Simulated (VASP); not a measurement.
# SnSe (Fm-3m) in VASP: notebook

The runs below take SnSe through single point, atomic charges, with PBEsol, r2SCAN+D3(BJ).

Program: VASP 6.6.1. These are calculated values, not measurements. Logs are shortened: lines on timing, memory, paths and dates and some standing lists are left out, and cuts for length are marked.

## Step 1: The crystal as given

Symmetry: Fm-3m, No. 225, cubic system. The conventional cell has a = 6.020 Å, b = 6.020 Å, c = 6.020 Å, α = 90.00°, β = 90.00°, γ = 90.00°. Sn (site symmetry m-3m) is surrounded by 6 Se at 3.01 Å. Se (site symmetry m-3m) has 6 Sn at 3.01 Å as nearest neighbours.

Measurements of this composition are mostly on another form, of space group No. 62.

## Step 2: Single point, PBEsol

Input file INCAR:

```
ALGO = Fast
EDIFF = 1E-7
ENCUT = 520
GGA = PS
ISIF = 2
ISMEAR = 0
LASPH = True
LCHARG = False
LREAL = False
LWAVE = False
NBANDS = 17
NELM = 100
PREC = Accurate
SIGMA = 0.1
```

Input file KPOINTS:

```
k-points
0
Gamma
  8 8 8
```

Input file POSCAR:

```
SnSe
1.0
    0.0000000000      3.0100000000      3.0100000000
    3.0100000000      0.0000000000      3.0100000000
    3.0100000000      3.0100000000      0.0000000000
Sn Se
1 1
Cartesian
    0.0000000000      0.0000000000      0.0000000000
    3.0100000000      3.0100000000      3.0100000000
```

Potentials or basis: VASP PAW PBE potentials, release 64 (Sn_d, Se).

Run with:

```sh
> cat potpaw_PBE.64/Sn_d/POTCAR potpaw_PBE.64/Se/POTCAR > POTCAR
> mpirun -np 1 vasp_std > vasp.out
```

OUTCAR:

```text
EDIFF = 1E-7
   ENCUT = 520
   GGA = PS
   ISIF = 2
   ISMEAR = 0
   LASPH = True
   LREAL = False
   NELM = 100
   PREC = Accurate

 ion  position               nearest neighbor table
   1  0.000  0.000  0.000-   2 3.01   2 3.01   2 3.01   2 3.01   2 3.01   2 3.01
   2  0.500  0.500  0.500-   1 3.01   1 3.01   1 3.01   1 3.01   1 3.01   1 3.01

  LATTYP: Found a face centered cubic cell.
 ALAT       =     6.0200000000

  Lattice vectors:

 A1 = (   0.0000000000,   3.0100000000,   3.0100000000)
 A2 = (   3.0100000000,   0.0000000000,   3.0100000000)
 A3 = (   3.0100000000,   3.0100000000,   0.0000000000)

Analysis of symmetry for initial positions (statically):
=====================================================================
 Subroutine PRICEL returns:
 Original cell was already a primitive cell.

 Routine SETGRP: Setting up the symmetry group for a
 face centered cubic supercell.

 Subroutine GETGRP returns: Found 48 space group operations
 (whereof 48 operations were pure point group operations)
 out of a pool of 48 trial point group operations.

The static configuration has the point symmetry O_h .

Analysis of symmetry for dynamics (positions and initial velocities):
=====================================================================
 Subroutine PRICEL returns:
 Original cell was already a primitive cell.

 Routine SETGRP: Setting up the symmetry group for a
 face centered cubic supercell.

 Subroutine GETGRP returns: Found 48 space group operations
 (whereof 48 operations were pure point group operations)
 out of a pool of 48 trial point group operations.

The dynamic configuration has the point symmetry O_h .

 Subroutine INISYM returns: Found 48 space group operations
 (whereof 48 operations are pure point group operations),
 and found     1 'primitive' translations

----------------------------------------------------------------------------------------

                                     Primitive cell

  volume of cell :      54.5418

  direct lattice vectors                    reciprocal lattice vectors
     0.000000000  3.010000000  3.010000000    -0.166112957  0.166112957  0.166112957
     3.010000000  0.000000000  3.010000000     0.166112957 -0.166112957  0.166112957
     3.010000000  3.010000000  0.000000000     0.166112957  0.166112957 -0.166112957

  length of vectors
     4.256782823  4.256782823  4.256782823     0.287716081  0.287716081  0.287716081

  position of ions in fractional coordinates (direct lattice)
     0.000000000  0.000000000  0.000000000
     0.500000000  0.500000000  0.500000000

  ion indices of the primitive-cell ions
   primitive index   ion index
                 1           1
                 2           2

----------------------------------------------------------------------------------------

 KPOINTS: k-points

Automatic generation of k-mesh.
 Grid dimensions read from file:
 generate k-points for:    8    8    8

 Generating k-lattice:

  Cartesian coordinates                     Fractional coordinates (reciprocal lattice)
    -0.020764120  0.020764120  0.020764120     0.125000000  0.000000000  0.000000000
     0.020764120 -0.020764120  0.020764120     0.000000000  0.125000000  0.000000000
     0.020764120  0.020764120 -0.020764120     0.000000000  0.000000000  0.125000000

  Length of vectors
     0.035964510  0.035964510  0.035964510

  Shift w.r.t. Gamma in fractional coordinates (k-lattice)
     0.000000000  0.000000000  0.000000000

 Subroutine IBZKPT returns following result:
 ===========================================

 Found     29 irreducible k-points:

 Following reciprocal coordinates:
            Coordinates               Weight
  0.000000  0.000000  0.000000      1.000000
  0.125000  0.000000  0.000000      8.000000
  0.250000  0.000000  0.000000      8.000000
  0.375000  0.000000  0.000000      8.000000
  0.500000  0.000000  0.000000      4.000000
  0.125000  0.125000  0.000000      6.000000
[... 16 lines left out ...]
  0.500000  0.250000  0.125000     48.000000
 -0.375000  0.250000  0.125000     24.000000
 [... further k-points ...]
   k-points           NKPTS =     29   k-points in BZ     NKDIM =     29   number of bands    NBANDS=     17
   number of dos      NEDOS =    301   number of ions     NIONS =      2
   total plane-waves  NPLWV =  32768
   dimension x,y,z NGX =    32 NGY =   32 NGZ =   32
   dimension x,y,z NGXF=    64 NGYF=   64 NGZF=   64
   ions per type =               1   1
   NGX,Y,Z   is equivalent  to a cutoff of  12.50, 12.50, 12.50 a.u.
   NGXF,Y,Z  is equivalent  to a cutoff of  24.99, 24.99, 24.99 a.u.
 SYSTEM =  unknown system
   PREC   = accura    normal or accurate (medium, high low for compatibility)
   ISTART =      0    job   : 0-new  1-cont  2-samecut
   ICHARG =      2    charge: 1-file 2-atom 10-const
   ISPIN  =      1    spin polarized calculation?
   LNONCOLLINEAR =      F non collinear calculations
   LSORBIT =      F    spin-orbit coupling
   LASPH  =      T    aspherical Exc in radial PAW
   ENCUT  =  520.0 eV  38.22 Ry    6.18 a.u.   7.91  7.91  7.91*2*pi/ulx,y,z
   NELM   =    100;   NELMIN=  2; NELMDL= -5     # of ELM steps
   EDIFF  = 0.1E-06   stopping-criterion for ELM
   LREAL  =      F    real-space projection
   EDIFFG = 0.1E-05   stopping-criterion for IOM
   NSW    =      0    number of steps for IOM
   IBRION =     -1    ionic relax: 0-MD 1-quasi-New 2-CG
   NFREE  =      0    steps in history (QN), initial steepest desc. (CG)
   ISIF   =      2    stress and relaxation
   ISYM   =      2    0-nonsym 1-usesym 2-fastsym
   POTIM  = 0.5000    time-step for ionic-motion
   TEBEG  =    0.0;   TEEND  =   0.0 temperature during run
   PSTRESS=    0.0 pullay stress
   NELECT =      20.0000    total number of electrons
   NUPDOWN=      -1.0000    fix difference up-down
   EMIN   =  10.00;   EMAX   =-10.00  energy-range for DOS
   EFERMI =   0.00;   METHOD = LEGACY
   ISMEAR =     0;   SIGMA  =   0.10  broadening in eV -4-tet -1-fermi 0-gaus
   EFERMI_NEDOS =   21; number of points for ismear=-14 and -15
   IALGO  =     68    algorithm
   IMIX   =      4    mixing-type and parameters
     AMIX     =   0.40;   BMIX     =  1.00
     AMIX_MAG =   1.60;   BMIX_MAG =  1.00
  volume/ion in A,a.u.               =      27.27       184.03
  Fermi-wavevector in a.u.,A,eV,Ry     =   1.171768  2.214321 18.681350  1.373040
  Thomas-Fermi vector in A             =   2.308207
   LORBIT       =      0    0 simple, 1 ext, 2 COOP (PROOUT), +10 PAW based schemes
   GGA     = PS    functional components
   LHFCALC =     F    Hartree Fock is set to
   AEXX    =    0.0000 exact exchange contribution
   IVDW    =     0    specifies the selected vdW correction
   LEPSILON=     F    determine dielectric tensor
   LRPA    =     F    only Hartree local field effects (RPA)
 non-spin polarized calculation
 RMM-DIIS sequential band-by-band and
 Gauss-broadening in eV      SIGMA  =   0.10
  energy-cutoff  :      520.00
  volume of cell :       54.54
 maximum number of plane-waves:      1480
   NGX = 15   NGY = 15   NGZ = 15

 number of electron      20.0000005 magnetization

 Free energy of the ion-electron system (eV)
  ---------------------------------------------------
  ext. energy  EPLUGINS =         0.00000000
  ---------------------------------------------------
  free energy    TOTEN  =        -8.97391029 eV

  energy without entropy =       -8.97391026  energy(sigma->0) =       -8.97391028

 E-fermi :   5.6806     XC(G=0):  -9.7764

 val. band max:        5.3562994724   @ k =   0.5000   0.0000   0.0000
 cond. band min:       6.0070808001   @ k =   0.5000   0.0000   0.0000
 fundamental gap:      0.6507813277
 Fermi energy:         5.6806404788

 k-point     1 :       0.0000    0.0000    0.0000
  band No.  band energies     occupation
      1     -16.0437      2.00000
      2     -16.0437      2.00000
      3     -16.0437      2.00000
      4     -16.0430      2.00000
      5     -16.0430      2.00000
      6      -8.4367      2.00000
[... 9 lines left out ...]
     16      11.2452      0.00000
     17      13.5671      0.00000

 k-point     2 :       0.1250    0.0000    0.0000
  band No.  band energies     occupation
      1     -16.0444      2.00000
      2     -16.0444      2.00000
      3     -16.0433      2.00000
      4     -16.0416      2.00000
      5     -16.0416      2.00000
      6      -8.3268      2.00000
[... 9 lines left out ...]
     16      11.6167      0.00000
     17      14.6250      0.00000

 k-point     3 :       0.2500    0.0000    0.0000
  band No.  band energies     occupation
      1     -16.0472      2.00000
      2     -16.0472      2.00000
      3     -16.0424      2.00000
      4     -16.0370      2.00000
      5     -16.0370      2.00000
      6      -8.0308      2.00000
[... 9 lines left out ...]
     16      12.5793      0.00000
     17      16.7601      0.00000

 k-point     4 :       0.3750    0.0000    0.0000
  band No.  band energies     occupation
      1     -16.0501      2.00000
      2     -16.0501      2.00000
      3     -16.0416      2.00000
      4     -16.0323      2.00000
      5     -16.0323      2.00000
      6      -7.6727      2.00000
[... 9 lines left out ...]
     16      14.0589      0.00000
     17      16.7664      0.00000
[... 343 lines left out ...]
      1     -16.0532      2.00000
      2     -16.0443      2.00000
      3     -16.0435      2.00000
      4     -16.0351      2.00000
      5     -16.0332      2.00000
      6      -7.7949      2.00000
[... 9 lines left out ...]
     16      14.7909      0.00000
     17      14.9985      0.00000

 k-point    23 :       0.5000    0.2500    0.1250
  band No.  band energies     occupation
      1     -16.0558      2.00000
      2     -16.0454      2.00000
      3     -16.0414      2.00000
      4     -16.0334      2.00000
      5     -16.0308      2.00000
      6      -7.4918      2.00000
[... 9 lines left out ...]
     16      15.0542      0.00000
     17      16.5763      0.00000

 k-point    24 :      -0.3750    0.2500    0.1250
  band No.  band energies     occupation
      1     -16.0568      2.00000
      2     -16.0465      2.00000
      3     -16.0386      2.00000
      4     -16.0347      2.00000
      5     -16.0294      2.00000
      6      -7.3489      2.00000
[... 9 lines left out ...]
     16      16.1515      0.00000
     17      16.2778      0.00000

 [... further k-points ...]

------------------------ aborting loop because EDIFF is reached ----------------------------------------

  FORCE on cell =-STRESS in cart. coord.  units (eV):
  Direction    XX          YY          ZZ          XY          YZ          ZX
  --------------------------------------------------------------------------------------
  -------------------------------------------------------------------------------------
  Total       -0.6528682     -0.6528682     -0.6528682     -0.0000000      0.0000000     -0.0000000
  in kB      -19.1781462    -19.1781462    -19.1781462     -0.0000000      0.0000000     -0.0000000
  external PRESSURE =     -19.1781462 kB  Pullay stress =       0.0000000 kB

 VOLUME and BASIS-vectors are now :
 -----------------------------------------------------------------------------
  energy-cutoff  :      520.00
  volume of cell :       54.54
      direct lattice vectors                 reciprocal lattice vectors
     0.000000000  3.010000000  3.010000000    -0.166112957  0.166112957  0.166112957
     3.010000000  0.000000000  3.010000000     0.166112957 -0.166112957  0.166112957
     3.010000000  3.010000000  0.000000000     0.166112957  0.166112957 -0.166112957

 POSITION                                       TOTAL-FORCE (eV/Angst)
 -----------------------------------------------------------------------------------
      0.00000      0.00000      0.00000        -0.000000      0.000000      0.000000
      3.01000      3.01000      3.01000         0.000000     -0.000000     -0.000000
 -----------------------------------------------------------------------------------
    total drift:                                0.000000     -0.000000     -0.000000

  FREE ENERGIE OF THE ION-ELECTRON SYSTEM (eV)
  ---------------------------------------------------
  free  energy   TOTEN  =        -8.9739102888 eV

  energy  without entropy=       -8.9739102648  energy(sigma->0) =       -8.97391028
```

Wall time 11 s (1 thread of Intel Xeon 6975P-C (Granite Rapids), shared host); peak memory 0.18 GiB.

What came out:

| Item | Value |
| --- | --- |
| Free energy | -8.9739 eV |
| Pressure | -1.9 GPa |
| Band gap on the k mesh | 0.65 eV, direct |

Caveat: the PAW data sets were made with another functional, which shifts forces and pressure a little; spin-orbit coupling is left out, which moves the levels of the heavy elements. A k mesh can miss the band edges.

## Step 3: Single point, PBEsol

Input file run.py:

```python
from ase.calculators.vasp import Vasp
from ase.dft.bandgap import bandgap
from ase.io import read

atoms = read('SnSe.cif')
calc = Vasp(
    directory='calc',
    xc='pbesol',
    pp='PBE',
    setups='materialsproject',
    prec='Accurate',
    encut=520,
    ediff=1e-07,
    ismear=0,
    sigma=0.1,
    lreal=False,
    lasph=True,
    nelm=100,
    algo='Fast',
    isif=2,
    lwave=False,
    lcharg=False,
    kpts=[8, 8, 8],
    gamma=True,
)
atoms.calc = calc

print('energy (eV):', atoms.get_potential_energy())
print('free energy (eV):', atoms.get_potential_energy(force_consistent=True))
print('forces (eV/A):')
print(atoms.get_forces())
print('stress (eV/A^3, Voigt):', atoms.get_stress())
print('Fermi level (eV):', calc.get_fermi_level())
gap, top, bottom = bandgap(calc)
print('band gap (eV):', gap, 'from (spin, k, band)', top, 'to', bottom)
```

Input file SnSe.cif:

```cif
data_SnSe
_cell_length_a 4.25678282
_cell_length_b 4.25678282
_cell_length_c 4.25678282
_cell_angle_alpha 60.00000000
_cell_angle_beta 60.00000000
_cell_angle_gamma 60.00000000
_space_group_name_H-M_alt 'P1'
_space_group_name_Hall 'P 1'
_space_group_IT_number 1
loop_
_space_group_symop_operation_xyz
'x,y,z'
loop_
_atom_site_label
_atom_site_type_symbol
_atom_site_symmetry_multiplicity
_atom_site_Wyckoff_symbol
_atom_site_fract_x
_atom_site_fract_y
_atom_site_fract_z
_atom_site_occupancy
Sn1 Sn 1 a 0.0000000000 0.0000000000 0.0000000000 1
Se1 Se 1 a 0.5000000000 0.5000000000 0.5000000000 1
```

Potentials or basis: VASP PAW PBE potentials, release 64 (Sn_d, Se).

Run with:

```sh
> python run.py
```

Wall time 12 s (1 thread of Intel Xeon 6975P-C (Granite Rapids), shared host); peak memory 0.18 GiB.

It converged, with:

```
Free energy            : -8.9739 eV
Pressure               : -1.9 GPa
Band gap on the k mesh : 0.65 eV, direct
```

Levels at points of the mesh, in eV from the valence-band top:
```csv
k point,band 6,band 7,band 8,band 9,band 10,band 11,band 12,band 13,band 14
"(0.00, 0.00, 0.00)",-13.79,-5.02,-2.10,-2.10,-2.10,4.37,4.37,4.37,5.89
"(0.50, 0.00, 0.00)",-12.85,-7.99,-1.85,-1.85,0.00,0.65,1.30,1.30,8.21
"(0.50, 0.50, 0.00)",-12.57,-5.95,-5.42,-3.56,-3.56,3.01,5.41,5.41,6.02
```

Caveat: the PAW data sets were made with another functional, which shifts forces and pressure a little; spin-orbit coupling is left out, which moves the levels of the heavy elements.

## Step 4: Atomic charges, r2SCAN+D3(BJ), spin-orbit coupling, no magnetisation

Input file INCAR:

```
PREC = Accurate
ENCUT = 500
EDIFF = 1E-6
ISMEAR = 0
SIGMA = 0.01
LREAL = F
LASPH = T
NELM = 80
ALGO = Normal
ISIF = 2
LWAVE = F
LCHARG = T
LNONCOLLINEAR = T
MAGMOM = 0 0 0 0 0 0
LORBIT = 11
LSORBIT = T
GGA_COMPAT = F
METAGGA = R2SCAN
LMIXTAU = T
IVDW = 12
VDW_S6 = 1.0
VDW_S8 = 0.78981345
VDW_A1 = 0.49484001
VDW_A2 = 5.73083694
LVHAR = T
```

Input file KPOINTS:

```
Automatic mesh
0
Gamma
  6 6 6
```

POSCAR is that of step 2.

Potentials or basis: VASP PAW PBE potentials, release 64 (Sn, Se).

Run with:

```sh
> cat potpaw_PBE.64/Sn/POTCAR potpaw_PBE.64/Se/POTCAR > POTCAR
> mpirun -np 1 vasp_ncl > vasp.out
```

It took 85 s on 1 thread of Intel Xeon 6975P-C (Granite Rapids), shared host; peak memory 0.37 GiB.

It converged, with:

| Property | Result |
| --- | --- |
| Free energy | -40.2897 eV |
| Pressure | -1.7 GPa |
| Valence electrons inside the program's atomic spheres | Sn 2.68; Se 3.84 |
| Dispersion energy per atom | -0.166 eV |

Caveat: the PAW data sets were made with another functional, which shifts forces and pressure a little.

## Step 5: Overview

| task | level | potentials or basis | spin | k mesh | cutoff (eV) | smearing | further INCAR settings | gap on the mesh (eV) | pressure (GPa) |
| --- | --- | --- | --- | --- | --- | --- | --- | --- | --- |
| single point | PBEsol | VASP PAW PBE potentials, release 64 (Sn_d, Se) | off | 8 × 8 × 8 | 520 | gaussian 0.1 eV | ALGO = Fast; EDIFF = 1e-07; NBANDS = 17 | 0.65 | -1.9 |
| single point | PBEsol | VASP PAW PBE potentials, release 64 (Sn_d, Se) | off | 8 × 8 × 8 | 520 | gaussian 0.1 eV | ALGO = Fast; EDIFF = 1.00e-07 | 0.65 | -1.9 |
| atomic charges | r2SCAN+D3(BJ) | VASP PAW PBE potentials, release 64 (Sn, Se) | SOC, no magnetisation | 6 × 6 × 6 | 500 | gaussian 0.01 eV | ALGO = Normal; EDIFF = 1e-06 | - | -1.7 |

Alike in all rows: cell as given.

Caveats: the PAW data sets were made with another functional, which shifts forces and pressure a little; spin-orbit coupling is left out, which moves the levels of the heavy elements (some runs).

Total energies depend on the potentials used, so only differences within one code and one set of settings carry meaning.
